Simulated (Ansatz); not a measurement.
**Li: how the settings move a single-point run**

Question: which choices in the input matter for Li?

Program: Ansatz 0.2.0. Level of theory: reference: DFT, LDA, PAW with Ansatz's default frozen-core files, scalar-relativistic. These are calculated values, not measurements.

**1. Starting point**

It takes space group Fm-3m (No. 225, cubic). The conventional cell has a = 4.404 Å, b = 4.404 Å, c = 4.404 Å, α = 90.00°, β = 90.00°, γ = 90.00°. Around Li (site symmetry m-3m) lie 12 Li at 3.11 Å.

Coordinates:

```cif
data_structure
_symmetry_space_group_name_H-M 'Fm-3m'
_symmetry_Int_Tables_number 225
_cell_length_a 4.4040
_cell_length_b 4.4040
_cell_length_c 4.4040
_cell_angle_alpha 90.000
_cell_angle_beta 90.000
_cell_angle_gamma 90.000
_cell_volume 85.42
loop_
_atom_site_label
_atom_site_type_symbol
_atom_site_symmetry_multiplicity
_atom_site_Wyckoff_symbol
_atom_site_fract_x
_atom_site_fract_y
_atom_site_fract_z
_atom_site_occupancy
Li1 Li 4 a 0.00000 0.00000 0.00000 1
```

**2. Reference**

input.yaml reads:

```yaml
crystal:
  lattice:
    - [0.0, 2.202, 2.202]
    - [2.202, 0.0, 2.202]
    - [2.202, 2.202, 0.0]
  atoms:
    - { symbol: Li, position: [0.0, 0.0, 0.0] }
kpoints:
  mp_grid: { grid: [16, 16, 16] }
  band_path:
    path:
      - [0.0, 0.0, 0.0]
      - [0.5, 0.0, 0.5]
      - [0.625, 0.25, 0.625]
      - [0.375, 0.375, 0.75]
      - [0.0, 0.0, 0.0]
      - [0.5, 0.5, 0.5]
      - [0.5, 0.25, 0.75]
      - [0.5, 0.0, 0.5]
    npoints: 5
scf:
  occupations: { method: fermi_dirac, width: 0.05 }
hamiltonian:
  xc: lda
  pseudopotentials: { kind: paw }
output:
  forces: true
  stress: true
  eigenvalues: true
  efg: { contact_densities: true }
```

On the command line:

```bash
ansatz run input.yaml --threads 1 --pin off --max-ram 2048MiB --backend cpu --events-out ev --progress --plain --runs-dir out
```

**3. Variant: occupations.method tetrahedron_uncorrected, width left out**

input.yaml, as its differences from that of step 2:

```diff
@@ -21,3 +21,3 @@
 scf:
-  occupations: { method: fermi_dirac, width: 0.05 }
+  occupations: { method: tetrahedron_uncorrected }
 hamiltonian:
```

Q: Predict the outcome of this session. Wanted: for each run, ending; energy change; pressure; gap; force.

The runs gave:

```csv
run,ending,energy change,pressure (GPa),gap (eV),force (eV/Å),cycles,time
reference,converged,0,-1.5,0.00,0.00,6,1.6 s
"1: occupations.method tetrahedron_uncorrected, width left out",converged,+21.2 meV/atom (σ→0),-1.4,0.00,0.00,6,1.4 s
```

Residual by cycle in the longest SCF loop of each run; runs are numbered as in the table. The quantity is the density residual dr2, in eV.

```csv
cycle,reference,run 1
1,0.00106,0.00107
2,1.6e-4,1.7e-4
3,1.4e-6,1.4e-6
4,2.2e-9,2.2e-9
5,7.9e-13,8.1e-13
6,5.4e-16,5.5e-16
```

What this shows: Changing the smearing moves the energy by +21.2 meV/atom (σ→0 values).
